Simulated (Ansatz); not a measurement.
**Si2Ni: ideal shear of a crystal plane**

These are results of DFT PBEsol, scalar-relativistic, plane waves, PAW (Ansatz), not measurements. Cutoff 420 eV, Γ-centred 9×13×5 k-points, Gaussian smearing of 0.15 eV. No spin polarisation. A magnetic state may lie lower. Energies are free energies at this smearing, counted from the undisturbed cell; pressure is positive in compression.

The undisturbed cell (relaxed at this level; with this scan's settings it stands at -0.1 GPa):

```xyz
15
Lattice="5.3914 0.0000 0.0000 0.0000 2.6957 -2.6957 -2.6957 8.0871 5.3914" Properties=species:S:1:pos:R:3 pbc="T T T"
Si    1.6174    3.2348   -1.8870
Si    4.3131    3.2348    0.8087
Si    1.6174    5.9306    0.8087
Si   -1.0783    5.9306    3.5044
Si    1.6174    8.6263    3.5044
Si   -1.0783    5.9306    0.8087
Si    1.6174    5.9306    3.5044
Si   -1.0783    8.6263    3.5044
Si    4.3131    3.2348   -1.8870
Si    1.6174    3.2348    0.8087
Ni    0.2696    4.5827   -0.5391
Ni    2.9653    4.5827    2.1566
Ni    0.2696    7.2784    2.1566
Ni   -2.4261    7.2784    4.8523
Ni    2.9653    1.8870   -0.5391
```

The cut lies on the cell's a–b face, a (0 1 1) plane (indices in the standard cell, whose axes needn't be the Cartesian ones shown) of area 20.55 Å², between layers 1.91 Å apart. Vector c is tilted by f times 0·a + 1·b (length 3.812 Å) with the atoms' Cartesian places fixed: one unrelaxed fault a cell. The traction is dγ/du, the slope of γ against the slip u in Å. Some rows repeat others by symmetry and weren't run.

| f | γ (mJ/m²) | traction (GPa) |
| --- | --- | --- |
| 0.0000 | 0 | 0.0 |
| 0.1000 | 184 | 10.3 |
| 0.2000 | 846 | 25.0 |
| 0.3000 | 2055 | 36.7 |
| 0.4000 | 3389 | 29.0 |
| 0.5000 | 3984 | 0.0 |
| 0.6000 | 3389 | -29.0 |
| 0.8000 | 846 | -25.0 |

Q: Read off the first barrier and the stress needed to climb it, and compare with Frenkel's sinusoid.

A: The first sampled maximum lies at f = 0.500, a slip of 1.91 Å, with γ ≈ 3984 mJ/m², which stands in for the unstable fault energy γ_us, and the steepest sampled slope before it is 36.7 GPa. A sinusoid γ = γ_us sin²(πu/λ) with its maximum there has λ = 3.81 Å and a largest slope πγ_us/λ = 32.8 GPa (1 mJ/m² per Å = 0.01 GPa).

Q: Is there a metastable fault on this line?

A: Apart from points where γ returns to about zero, no local minimum shows among the samples, so at this sampling the line offers no fault for a dislocation to split on; a fault can still lie off the line.

The cut is rigid; relaxing the faces lowers these energies and usually the stresses.

In a metal these slopes depend on the k mesh and the smearing.